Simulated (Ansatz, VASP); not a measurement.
One calculation of Si2Ni, two programs

Contents of INCAR:

```
PREC = Accurate ; ENCUT = 520
EDIFF = 1E-6 ; ISMEAR = -1
SIGMA = 0.05 ; LREAL = F
LASPH = T ; NELM = 150
ALGO = Normal ; ISIF = 2
LWAVE = F ; LCHARG = T
ISPIN = 2 ; MAGMOM = 1 0 0
LORBIT = 11 ; LMAXMIX = 4
GGA = CA ; LELF = T
LVHAR = T ; NBANDS = 20
```

File KPOINTS:

```
Automatic mesh
0
Gamma
  9 9 9
```

Contents of POSCAR:

```
Si2Ni
1.0
    0.0000000000      2.7385698685      2.7385698685
    2.7385698685      0.0000000000      2.7385698685
    2.7385698685      2.7385698685      0.0000000000
Ni Si
1 2
Direct
    0.0000000000      0.0000000000      0.0000000000
    0.7500000000      0.7500000000      0.7500000000
    0.2500000000      0.2500000000      0.2500000000
```

input.yaml

```yaml
crystal:
  lattice:
    - [0.0, 2.7385698685, 2.7385698685]
    - [2.7385698685, 0.0, 2.7385698685]
    - [2.7385698685, 2.7385698685, 0.0]
  atoms:
    - { symbol: Ni, position: [0.0, 0.0, 0.0], spin: 1.0 }
    - { symbol: Si, position: [0.75, 0.75, 0.75] }
    - { symbol: Si, position: [0.25, 0.25, 0.25] }
kpoints:
  mp_grid: { grid: [9, 9, 9] }
scf:
  occupations: { method: fermi_dirac, width: 0.05 }
hamiltonian:
  xc: lda
  pseudopotentials: { kind: all_electron, lapw: { basis_error: 0.002 } }
magnetization:
  spin_polarized: true
output:
  forces: true
  stress: true
  eigenvalues: true
```

Change from the starting cell: volume scaled by 1.04.

Alike in both runs: task single point; functional LDA; k mesh 9 × 9 × 9; occupations fermi-dirac, width 0.05 eV; collinear spin.

|  | VASP | Ansatz |
| --- | --- | --- |
| version | VASP 6.6.1 | Ansatz 0.2.0 |
| potentials or method | VASP PAW LDA potentials, release 64 (Ni, Si) | all-electron LAPW, scalar-relativistic |
| plane-wave cutoff (eV) | 520 | see its input |

|  | VASP | Ansatz | Ansatz less VASP |
| --- | --- | --- | --- |
| gap on the k mesh at the Fermi level (eV) | none | none | - |
| pressure (GPa) | -9.4 | -9.6 | -0.24 |
| net moment per atom (μB) | 0.00 | 0.00 | 0.000 |

A gap of «none» marks a metal or a gap that the smearing closes. Ansatz ran all-electron here, so the differences hold the error of VASP's frozen core and of both bases.

Caveats: the starting moments weren't kept (Ansatz).
